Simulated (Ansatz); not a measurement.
Computed with DFT PBE, scalar-relativistic, plane waves, PAW (Ansatz 0.2.0). All cells share a 420 eV cutoff and Γ-centred k meshes spaced at most about 0.3 Å⁻¹ (about 0.25 or finer for metals, 2π included). No spin polarisation.

All energies are static (0 K, no zero-point motion).

Two relaxed structures of In2GaP3:

A.

```yaml
crystal:
  lattice:
    - [-1.92234, 1.92234, 8.11862]
    - [1.92234, -1.92234, 8.11862]
    - [1.92234, 1.92234, -8.11862]
  atoms:
    - { symbol: In, position: [0.83341, 0.83341, 0.00000] }
    - { symbol: In, position: [0.16659, 0.16659, 0.00000] }
    - { symbol: Ga, position: [0.50000, 0.50000, 0.00000] }
    - { symbol: P, position: [0.00000, 0.00000, 0.00000] }
    - { symbol: P, position: [0.66101, 0.66101, 0.00000] }
    - { symbol: P, position: [0.33899, 0.33899, 0.00000] }
```

B.

```yaml
crystal:
  lattice:
    - [1.74566, -9.97286, 0.00000]
    - [1.74566, 9.97286, 0.00000]
    - [0.00000, 0.00000, 3.69780]
  atoms:
    - { symbol: In, position: [0.12862, 0.87138, 0.50000] }
    - { symbol: In, position: [0.87138, 0.12862, 0.50000] }
    - { symbol: Ga, position: [0.00000, 0.00000, 0.00000] }
    - { symbol: P, position: [0.50000, 0.50000, 0.50000] }
    - { symbol: P, position: [0.28610, 0.71390, 0.00000] }
    - { symbol: P, position: [0.71390, 0.28610, 0.00000] }
```

Question: Which form is favoured at zero pressure, and by what margin per atom?

Answer: A is lower, by 89 meV/atom. A has In and Ga ordered on rock salt sites, space group I4/mmm (No. 139), 20.0 Å³/atom and no gap on its mesh; B has space group Cmmm (No. 65), 21.5 Å³/atom and no gap. Counting P atoms around Ga and In (those within 1.25 times the shortest such distance or 1.15 times the sum of covalent radii; a plus sign parts nearer from farther groups; the shortest distance is added where it is long for a bond), A has In 6, Ga 6 and B has In 6+2 from 3.1 Å, Ga 4. B holds P–P chains (shortest 2.26 Å); in A the shortest P–P distance is 3.77 Å. The denser one is the lower, and pressure would at first widen the difference. In A, around In lie 6 P at 2.71–2.80 Å; Ga is surrounded by 6 P at 2.61–2.72 Å; P on a site of symmetry 4/mmm has 2 In at 2.71 Å and 4 Ga at 2.72 Å; 1 more site not described. In B, around In lie 6 P at 3.06–3.10 Å, 2 Ga at 3.16 Å, 4 In at 3.49–3.70 Å and 2 P at 3.64 Å; Ga has 4 P at 2.54 Å and 4 In at 3.16 Å; P on a site of symmetry mmm has 4 Ga at 2.54 Å and 4 In at 3.10 Å; 1 more site not described. Both come from invented guesses. The lowest form computed isn't among them: it has In and Ga ordered on zinc blende sites, space group P3m1 (No. 156), 24.6 Å³/atom and lies 0.30 eV/atom below the best shown.

Cells relaxed within their symmetry can be saddle points. Some structure types and database cells were kept out of the candidates from the start, so a known form may be missing.
